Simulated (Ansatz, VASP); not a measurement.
# One calculation of SnO2, two programs

```
Sn O
1.0
     4.76057    0.00000    0.00000
     0.00000    4.76057    0.00000
     0.00000    0.00000    3.20008
Sn O
2 4
Direct
  0.00000 0.00000 0.00000
  0.50000 0.50000 0.50000
  0.30588 0.30588 0.00000
  0.19412 0.80588 0.50000
  0.80588 0.19412 0.50000
  0.69412 0.69412 0.00000
```

Alike in both runs: task single point; functional PBE; k mesh 4 × 4 × 6; no spin polarisation.

```csv
,VASP,Ansatz
version,VASP 6.6.1,Ansatz 0.2.0
potentials or method,"VASP PAW PBE potentials, release 64 (Sn_d, O)","plane waves, PAW"
plane-wave cutoff (eV),520,420
occupations,"gaussian, width 0.01 eV",fixed
valence electrons in the cell,52,52
```

Ansatz gave:

* gap on the k mesh at the Fermi level (eV): 1.10

Question: Estimate VASP's values.

Answer: gap on the k mesh at the Fermi level (eV): 1.08.

Caveats: spin-orbit coupling is left out, which moves the levels of the heavy elements.
